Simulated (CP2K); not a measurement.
The system is Ge.

```
Ge
1.0
     3.91426    0.00000    0.00000
    -2.85923    2.67324    0.00000
    -0.32375   -1.41703    3.63436
Ge
2
Direct
  0.31406 0.06406 0.25000
  0.68594 0.93594 0.75000
```

This isn't the form of Ge at room conditions, which is diamond.

Base run:

* Program: CP2K 2026.2
* Functional: r2SCAN
* Potentials or basis: POTENTIAL_UZH Ge GTH-SCAN-q4; TZVP-MOLOPT-SCAN-GTH basis
* Density cutoff: 9184 eV
* k mesh: 11 × 11 × 11
* Occupations: fermi-dirac, width 0.01 eV
* Spin: no spin polarisation

Its results: band gap on the k mesh none (metal or under the smearing width); pressure -4.5 GPa; largest force 0.109 eV/Å.

Problem. The run is repeated on the same cell with these changes: functional from r2SCAN to TASK; eps_default from 1.0E-10 to 1.0E-9. What comes out?

Solution. Band gap on the k mesh none (metal or under the smearing width); pressure -3.1 GPa; largest force 0.182 eV/Å.

Caveats: the basis of atomic orbitals isn't converged, which shifts pressures, moduli and gaps; the potentials were made for another functional, which shifts forces and pressure (some runs).

Not every run made on this cell is shown here.
